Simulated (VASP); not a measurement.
WS2, 3 atoms in the cell. The cell holds a slab with vacuum, 3 atoms: a = 3.024 Å, b = 3.024 Å, c = 16.103 Å, α = 90.00°, β = 90.00°, γ = 120.00°.  The cell isn't the ideal one: strain -0.050 along x and y, -0.050 along z, atoms carried along.

```yaml
Program: VASP 6.6.1
Task: single point
Functional: PBE
Dispersion: D3(BJ)
Potentials_or_basis: VASP PAW PBE potentials, release 64 (W_sv, S)
Cutoff: 520 eV
k_mesh: 12 × 12 × 2
Occupations: gaussian, width 0.05 eV
Spin: no spin polarisation
Dipole_correction: no
Further_INCAR_settings: ALGO = Fast; EDIFF = 1e-06; NBANDS = 20
```

Potentials or basis: VASP PAW PBE potentials, release 64 (W_sv, S).

Run with:

```sh
$ cat potpaw_PBE.64/W_sv/POTCAR potpaw_PBE.64/S/POTCAR > POTCAR
$ mpirun -np 1 vasp_std > vasp.out
```

Hardware: 1 thread of Intel(R) Xeon(R) Platinum 8488C (Sapphire Rapids), on a shared host.

Problem. Estimate the wall time of this run.

Solution. It took 90 s on 1 thread of Intel(R) Xeon(R) Platinum 8488C (Sapphire Rapids) (shared host), peak memory 0.3 GiB. Counts: scf iterations 20, k points 38.
